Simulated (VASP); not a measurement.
A calculation with VASP 6.6.1 of BeTe (native input, structure from a POSCAR):

File INCAR:

```
SYSTEM = BeTe
  PREC = Accurate
  ENCUT = 520
  EDIFF = 1E-6
  ISMEAR = 0
  SIGMA = 0.02
  LREAL = .FALSE.
  LASPH = .TRUE.
  NELM = 60
  ALGO = Normal
  ISIF = 2
  LWAVE = .FALSE.
  LCHARG = .FALSE.
  NBANDS = 11
```

KPOINTS

```
Automatic mesh
0
G
  8 8 8
  0 0 0
```

File POSCAR:

```
BeTe
1.0
    0.0000000000      2.7700000000      2.7700000000
    2.7700000000      0.0000000000      2.7700000000
    2.7700000000      2.7700000000      0.0000000000
Te Be
1 1
Direct
    0.7500000000      0.7500000000      0.7500000000
    0.0000000000      0.0000000000      0.0000000000
```

Potentials or basis: VASP PAW LDA potentials, release 64 (Te, Be).

Run with:

```sh
$ cat potpaw_LDA.64/Te/POTCAR potpaw_LDA.64/Be/POTCAR > POTCAR
$ mpirun -np 1 vasp_std > vasp.out
```

Task: Write the same calculation in another form: ASE script, structure typed inline.

Result: As run:

Contents of run.py:

```python
from ase import Atoms
from ase.calculators.vasp import Vasp
from ase.dft.bandgap import bandgap

atoms = Atoms(
    ['Te', 'Be'],
    cell=[[0.0, 2.77, 2.77], [2.77, 0.0, 2.77], [2.77, 2.77, 0.0]],
    scaled_positions=[[0.75, 0.75, 0.75], [0.0, 0.0, 0.0]],
    pbc=True,
)
calc = Vasp(
    directory='calc',
    xc='lda',
    pp='LDA',
    setups='recommended',
    prec='Accurate',
    encut=520,
    ediff=1e-07,
    ismear=0,
    sigma=0.02,
    lreal=False,
    lasph=True,
    nelm=60,
    algo='Normal',
    isif=2,
    lwave=False,
    lcharg=False,
    kpts=[8, 8, 8],
    gamma=True,
)
atoms.calc = calc

print('energy (eV):', atoms.get_potential_energy())
print('free energy (eV):', atoms.get_potential_energy(force_consistent=True))
print('forces (eV/A):')
print(atoms.get_forces())
print('stress (eV/A^3, Voigt):', atoms.get_stress())
print('Fermi level (eV):', calc.get_fermi_level())
gap, top, bottom = bandgap(calc)
print('band gap (eV):', gap, 'from (spin, k, band)', top, 'to', bottom)
```

Potentials or basis: VASP PAW LDA potentials, release 64 (Te, Be).

Run with:

```bash
$ python run.py
```

Both were run:

|  | native input, structure from a POSCAR | ASE script, structure typed inline |
| --- | --- | --- |
| Pressure | 0.8 GPa | 0.8 GPa |
| Band gap on the k mesh | 1.75 eV, indirect (least direct gap 3.54 eV) | 1.75 eV, indirect (least direct gap 3.54 eV) |

Keys that steer only the numerical path or the files written may differ.

Caveat: spin-orbit coupling is left out, which moves the levels of the heavy elements.
